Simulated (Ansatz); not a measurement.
Li2S:

```
CELL_PARAMETERS angstrom
0.00000 2.84450 2.84450
2.84450 0.00000 2.84450
2.84450 2.84450 0.00000
ATOMIC_POSITIONS crystal
S 0.00000 0.00000 0.00000
Li 0.75000 0.75000 0.75000
Li 0.25000 0.25000 0.25000
```

Program: Ansatz 0.2.0. Alike in all runs: task band structure; potentials or basis Ansatz PAW; no spin polarisation; cell as given; k mesh 8 × 8 × 8; cutoff (eV) 420; smearing fermi-dirac 0.05 eV.

Problem. Order these runs on this cell by their pressure, lowest first.
A. level RPBE
B. level PBEsol
C. level LDA

Solution. C (-2.6 GPa), B (-0.7 GPa), A (2.1 GPa).

Caveats: the PAW data sets come from PBE, with cores solved anew for the run's functional, which leaves a small shift of forces and pressure.

Runs at the PBE level aren't shown here.
